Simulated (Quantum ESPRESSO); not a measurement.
Runs of Quantum ESPRESSO 7.5 on BAs. It takes space group F-43m (No. 216, cubic). The conventional cell has a = 4.777 Å, b = 4.777 Å, c = 4.777 Å, α = 90.00°, β = 90.00°, γ = 90.00°. Around As (site symmetry -43m) lie 4 B at 2.07 Å. Around B (site symmetry -43m) lie 4 As at 2.07 Å. 

| cell | gap on the mesh (eV) |
| --- | --- |
| volume scaled by 0.92 | (b) |
| volume scaled by 1.04 | 1.36 |
| volume scaled by 0.96 | 1.29 |
| as given | 1.33 |
| volume scaled by 0.88 | 1.19 |
| volume scaled by 1.08 | (a) |

Alike in all rows: task single point; level PBEsol; potentials or basis PseudoDojo 0.4.1 SR PBEsol standard; no spin polarisation; k mesh 4 × 4 × 4; cutoff (eV) 1143; smearing fixed; the mesh is coarse, so values aren't converged.

Task: Estimate the missing entries.

Result: (a) 1.39; (b) 1.25.

Caveats: all runs use coarse meshes.

A k mesh can miss the band edges, and the runs leave out spin-orbit coupling on As.

Runs at the PBE level aren't shown here.
